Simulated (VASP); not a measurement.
Cu2O (Cuprite):

```
CELL_PARAMETERS angstrom
4.26000 0.00000 0.00000
0.00000 4.26000 0.00000
0.00000 0.00000 4.26000
ATOMIC_POSITIONS crystal
Cu 0.75000 0.25000 0.75000
Cu 0.75000 0.75000 0.25000
Cu 0.25000 0.75000 0.75000
Cu 0.25000 0.25000 0.25000
O 0.50000 0.50000 0.50000
O 0.00000 0.00000 0.00000
```

Base run:

* Program: VASP 6.6.1
* Functional: revTPSS
* Potentials or basis: VASP PAW PBE potentials, release 64 (Cu, O)
* Cutoff: 520 eV
* k mesh: 6 × 6 × 6
* Occupations: fermi-dirac, width 0.05 eV
* Spin: no spin polarisation

Its results: band gap on the k mesh 0.53 eV, direct; pressure 1.0 GPa.

**Question.** The run is repeated on the same cell with these changes: functional from revTPSS to MS2. What comes out?

**Answer.** Band gap on the k mesh 0.67 eV, direct; pressure -1.0 GPa.

Caveats: the PAW data sets were made with another functional, which shifts forces and pressure a little.
